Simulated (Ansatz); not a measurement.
A 4-atom cell of N (P4_2/mnm) from a materials database, relaxed with r2SCAN+rVV10 in the plane-wave code Ansatz: the symmetry is P4_2/mnm (No. 136, tetragonal); conventional cell a = 3.961 Å, c = 5.133 Å, 20.13 Å³ an atom. Around N lie 1 N at 1.09 Å. The primitive cell holds 4 atoms in 80.54 Å³. Calculated for a static, non-magnetic cell.

Computed values: PBE gives a gap of 6.85 eV and PBE0 (25 % exact exchange) 9.92 eV; one over PBE's mean ε∞ is 0.595. HSE06 (4×4×4) gives a least gap of 9.12 eV and a least direct gap of 9.38 eV.

Problem. What is the density?

Solution. The cell holds 4 N: M = 4×14.007 = 56.03 u in V = 80.54 Å³. ρ = 1.66054 × M/V = 1.66054 × 56.03/80.54 = 1.155 g/cm³, for the static r2SCAN+rVV10 lattice.

Problem. Taking the gap as linear in the share of unscreened exchange, estimate the gap of the hybrid whose share is 1/ε∞.

Solution. The slope is (9.92 − 6.85)/0.25 = 12.28 eV per unit share, so E_g ≈ 6.85 + 12.28 × 0.595 = 14.16 eV. The run with that share gives 14.14 eV (4×4×4 mesh), -0.02 eV from the straight line.

Problem. At what wavelength does absorption set in by HSE06, excitons left aside?

Solution. λ = 1239.84 eV nm/E: 136 nm for the least gap, where it needs phonons and is weak, and 132 nm for direct transitions. That lies in the ultraviolet, so by this gap the crystal is transparent to visible light.

The meshes of the hybrids are coarse, so their gaps aren't converged to the digits shown.
